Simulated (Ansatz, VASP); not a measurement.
# One calculation of PbF2, two programs

```
CELL_PARAMETERS angstrom
0.00000 3.03667 3.03667
2.96985 0.06682 2.96985
2.96985 2.96985 0.06682
ATOMIC_POSITIONS crystal
Pb 0.00000 0.00000 0.00000
F 0.25000 0.25000 0.25000
F 0.75000 0.75000 0.75000
```

Change from the starting cell: strain +0.0450 x Voigt [0, 0, 0, 1, 0, 0], atoms carried along.

Alike in both runs: task single point; functional LDA; k mesh 8 × 8 × 8; occupations gaussian, width 0.05 eV; no spin polarisation.

|  | VASP | Ansatz |
| --- | --- | --- |
| version | VASP 6.6.1 | Ansatz 0.2.0 |
| potentials or method | VASP PAW LDA potentials, release 64 (Pb_d, F) | scalar-relativistic, plane waves, PAW |
| plane-wave cutoff (eV) | 520 | 420 |
| valence electrons in the cell | 28 | 28 |

```csv
,VASP,Ansatz,Ansatz less VASP
gap on the k mesh at the Fermi level (eV),4.19,4.23,+0.037
least direct gap on the mesh (eV),4.36,4.40,+0.041
pressure (GPa),-4.8,-4.7,+0.01
largest component of the traceless stress (GPa),1.27,1.24,-0.036
rms of the force components (eV/Å),0.041,0.039,-0.0022
```

Atom by atom the forces differ by 0.002 eV/Å (rms over components).

Caveats: spin-orbit coupling is left out, which as a rule narrows the gap of such compounds by several tenths of an eV. A k mesh can miss the band edges.
